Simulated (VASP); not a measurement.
Set up this calculation in VASP 6.6.1, as the native input.

```
Task                   : relaxation of cell and atoms
Functional             : LDA
Potentials or basis    : VASP PAW LDA potentials, release 64 (Mg, Te)
Cutoff                 : 600 eV
k mesh                 : 8 × 8 × 8
Occupations            : gaussian, width 0.03 eV
Spin                   : no spin polarisation
Further INCAR settings : ALGO = Normal; EDIFF = 1e-06; IBRION = 2; EDIFFG = -0.01; NSW = 90; ISIF = 3
```

The structure of MgTe lies in POSCAR:

```
MgTe
1.0
    0.0000000000      3.2319988200      3.2319988200
    3.2319988200      0.0000000000      3.2319988200
    3.2319988200      3.2319988200      0.0000000000
Mg Te
1 1
Direct
    0.0000000000      0.0000000000      0.0000000000
    0.2500000000      0.2500000000      0.2500000000
```

The cell was built by a generator and needn't be a form met in nature.

The input as run:

INCAR

```
SYSTEM = MgTe
PREC     = Accurate       ! precision mode
ENCUT    = 600            ! plane-wave cutoff, eV
EDIFF    = 1E-6           ! SCF threshold, eV
ISMEAR   = 0              ! smearing method
SIGMA    = 0.03           ! smearing width, eV
LREAL    = .False.        ! projectors in reciprocal space
LASPH    = .True.         ! aspherical terms in the spheres
NELM     = 80             ! most SCF steps
ALGO     = Normal         ! electronic algorithm
ISIF     = 3              ! what is computed and relaxed
LWAVE    = .False.        ! write WAVECAR
LCHARG   = .False.        ! write CHGCAR
GGA      = CA             ! functional
IBRION   = 2              ! ionic algorithm
NSW      = 90             ! ionic steps
EDIFFG   = -0.01          ! ionic threshold
```

KPOINTS

```
regular mesh
0
Gamma
  8 8 8
  0 0 0
```

Potentials or basis: VASP PAW LDA potentials, release 64 (Mg, Te).

Run with:

```bash
$ cat potpaw_LDA.64/Mg/POTCAR potpaw_LDA.64/Te/POTCAR > POTCAR
$ mpirun -np 1 vasp_std > vasp.out
```

It gave:

- Relaxed volume: 32.26 Å³/atom
- Relaxed cell: a = 4.502 Å, b = 4.502 Å, c = 4.502 Å, α = 60.00°, β = 60.00°, γ = 60.00°
- Space group after relaxing (to 0.05 Å): F-43m (No. 216)
- Energy gained by relaxing: 7.9 meV/atom
- Ionic steps: 3
- Pressure after relaxing: 0.0 GPa
- Band gap on the k mesh: 2.41 eV, direct

Caveat: spin-orbit coupling is left out, which moves the levels of the heavy elements.

Run time: 63 s on 1 thread of Intel(R) Xeon(R) Platinum 8375C CPU @ 2.90GHz (Ice Lake), on a shared host, peak memory 0.2 GiB.
